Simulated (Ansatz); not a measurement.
Runs of Ansatz 0.2.0 on Cs2AgBiBr6. Symmetry: Fm-3m, No. 225, cubic system. Conventional cell: a = 11.232 Å, b = 11.232 Å, c = 11.232 Å, α = 90.00°, β = 90.00°, γ = 90.00°. Bi (site symmetry m-3m) is surrounded by 6 Br at 2.81 Å. Cs (site symmetry -43m) has 12 Br at 3.97 Å as nearest neighbours. Around Ag (site symmetry m-3m) lie 6 Br at 2.80 Å. Br (site symmetry 4mm) has 1 Ag at 2.80 Å and 1 Bi at 2.81 Å as nearest neighbours. 

| level | cutoff (eV) | gap on the mesh (eV) | pressure (GPa) | largest force (eV/Å) |
| --- | --- | --- | --- | --- |
| RPBE | 420 | 1.34 | (a) | 0.25 |
| BLYP | 420 | (b) | 3.7 | 0.34 |
| PBEsol | 420 | 1.17 | (c) | 0.30 |
| revPBE | 420 | 1.32 | 3.1 | 0.26 |
| r2SCAN | 500 | 1.67 | 1.0 | 0.24 |
| LDA | 420 | 1.10 | -1.5 | 0.33 |
| PBE | 420 | 1.26 | 1.9 | 0.29 |

Alike in all rows: task projected density of states; potentials or basis Ansatz PAW; no spin polarisation; cell as given; k mesh 4 × 4 × 4; smearing fermi-dirac 0.05 eV.

Problem. Fill in the values left out.

Solution. (a) 3.5; (b) 1.29; (c) 0.0.

Caveats: spin-orbit coupling is left out, which as a rule narrows the gap of such compounds by several tenths of an eV; the density of states is complete only up to the lowest level of the last band computed; the PAW data sets come from PBE, with cores solved anew for the run's functional, which leaves a small shift of forces and pressure (some runs).

A k mesh can miss the band edges, and the runs leave out spin-orbit coupling on Ag, Bi, Br, Cs.
